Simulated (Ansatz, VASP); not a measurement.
**One calculation of Pt, two programs**

File INCAR:

```
SYSTEM = Pt
ALGO     = Normal         ! electronic algorithm
EDIFF    = 1E-6           ! SCF threshold, eV
EDIFFG   = -0.02          ! ionic threshold
ENCUT    = 600            ! plane-wave cutoff, eV
GGA      = RE             ! functional
IBRION   = 2              ! ionic algorithm
ISIF     = 3              ! what is computed and relaxed
ISMEAR   = -1             ! smearing method
IVDW     = 12             ! dispersion correction
LASPH    = .TRUE.         ! aspherical terms in the spheres
LCHARG   = .FALSE.        ! write CHGCAR
LREAL    = .FALSE.        ! projectors in reciprocal space
LWAVE    = .FALSE.        ! write WAVECAR
NELM     = 60             ! most SCF steps
NSW      = 80             ! ionic steps
PREC     = Accurate       ! precision mode
SIGMA    = 0.05           ! smearing width, eV
```

The input KPOINTS:

```
k-points
0
G
  12 12 12
  0 0 0
```

File POSCAR:

```
Pt
1.0
    0.0000000000      1.9609000000      1.9609000000
    1.9609000000      0.0000000000      1.9609000000
    1.9609000000      1.9609000000      0.0000000000
Pt
1
Direct
    0.0000000000      0.0000000000      0.0000000000
```

The input input.yaml:

```yaml
crystal:
  lattice:
    - [0.0, 1.9609, 1.9609]
    - [1.9609, 0.0, 1.9609]
    - [1.9609, 1.9609, 0.0]
  atoms:
    - { symbol: Pt, position: [0.0, 0.0, 0.0] }
kpoints:
  mp_grid: { grid: [12, 12, 12] }
scf:
  occupations: { method: fermi_dirac, width: 0.05 }
hamiltonian:
  xc: revpbe
  dispersion: d3bj
  pseudopotentials: { kind: all_electron, lapw: { basis_error: 0.001 } }
output:
  forces: true
  stress: true
relax:
  f_tol: 0.02
  max_steps: 60
  cell: {}
```

Alike in both runs: task relaxation of cell and atoms; functional revPBE; dispersion D3(BJ); k mesh 12 × 12 × 12; occupations fermi-dirac, width 0.05 eV; no spin polarisation.

|  | VASP | Ansatz |
| --- | --- | --- |
| version | VASP 6.6.1 | Ansatz 0.2.0 |
| potentials or method | VASP PAW PBE potentials, release 64 (Pt) | all-electron LAPW, scalar-relativistic |
| plane-wave cutoff (eV) | 600 | see its input |

Ansatz gave:

| Quantity | Value |
| --- | --- |
| relaxed volume (Å³/atom) | 14.91 |
| relaxed cell length with the largest relative difference (Å) | 2.763 |
| energy change over the relaxation (meV/atom) | -2 |

Question: Estimate VASP's values.

Answer: Relaxed volume (Å³/atom): 14.89; relaxed cell length with the largest relative difference (Å): 2.762; energy change over the relaxation (meV/atom): -2.

Ansatz ran all-electron here, so the differences hold the error of VASP's frozen core and of both bases.

Caveats: the PAW data sets were made with another functional, which shifts forces and pressure a little (VASP); pairwise dispersion overbinds metals, which lowers pressure and volume (VASP). The runs have no spin-orbit coupling, so splittings on Pt are missing.
